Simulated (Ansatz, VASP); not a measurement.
## KBr: VASP beside Ansatz

```
CELL_PARAMETERS angstrom
0.00000 3.27450 3.27450
3.27450 0.00000 3.27450
3.27450 3.27450 0.00000
ATOMIC_POSITIONS crystal
K 0.00000 0.00000 0.00000
Br 0.50000 0.50000 0.50000
```

Alike in both runs: task single point; functional PBEsol; k mesh 6 × 6 × 6; occupations gaussian, width 0.02 eV; no spin polarisation.

|  | VASP | Ansatz |
| --- | --- | --- |
| version | VASP 6.6.1 | Ansatz 0.2.0 |
| potentials or method | VASP PAW PBE potentials, release 64 (K_sv, Br) | scalar-relativistic, plane waves, PAW |
| plane-wave cutoff (eV) | 520 | 420 |
| valence electrons in the cell | 16 | 16 |

```tsv
	VASP	Ansatz	Ansatz less VASP
gap on the k mesh at the Fermi level (eV)	4.34	4.34	+0.003
least direct gap on the mesh (eV)	4.34	4.34	+0.003
pressure (GPa)	0.1	0.0	-0.06
```

With one functional, cell and mesh, what is left measures potentials, basis and numerics.

Caveats: the PAW data sets were made with another functional, which shifts forces and pressure a little (VASP). PBEsol gaps usually lie below the measured ones, often by a third to a half.
